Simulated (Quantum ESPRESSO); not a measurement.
Crystal: TiAl3.

```
CELL_PARAMETERS angstrom
-1.91111 1.91111 4.28067
1.91111 -1.91111 4.28067
1.91111 1.91111 -4.28067
ATOMIC_POSITIONS crystal
Ti 0.00000 0.00000 0.00000
Al 0.25000 0.75000 0.50000
Al 0.75000 0.25000 0.50000
Al 0.50000 0.50000 0.00000
```

The cell comes from a database or a generator and needn't be the stable form of this composition.

```yaml
Program: Quantum ESPRESSO 7.5
Task: phonons
Functional: PBE
Potentials_or_basis: JTH 2.0 PBE
Cutoff: 490 eV
Density_cutoff: 2939 eV
k_mesh: 8 × 8 × 8
Occupations: cold, width 0.272 eV
Spin: no spin polarisation
Mixing_beta: 0.5
Most_SCF_iterations: 120
SCF_threshold: 8e-10 Ry
```

The cell and the atoms were relaxed first, to 15.94 Å³/atom (a = 5.097 Å, b = 5.097 Å, c = 5.097 Å, α = 135.66°, β = 135.66°, γ = 64.51°), and the response was taken there.

Q: Where do the zone-centre optical modes lie?

A: A2u at 195 cm⁻¹ (IR); Eu at 220 cm⁻¹ (IR); B1g at 254 cm⁻¹ (Raman); A2u at 322 cm⁻¹ (IR); Eg at 332 cm⁻¹ (Raman); Eu at 344 cm⁻¹ (IR).

Optical modes at Γ, degenerate ones joined:
| cm⁻¹ | components | symmetry | active in |
| --- | --- | --- | --- |
| 195 | 1 | A2u | IR |
| 220 | 2 | Eu | IR |
| 254 | 1 | B1g | Raman |
| 322 | 1 | A2u | IR |
| 332 | 2 | Eg | Raman |
| 344 | 2 | Eu | IR |

Caveat: the cutoff is low for these files, which shifts pressure and relaxed volume.
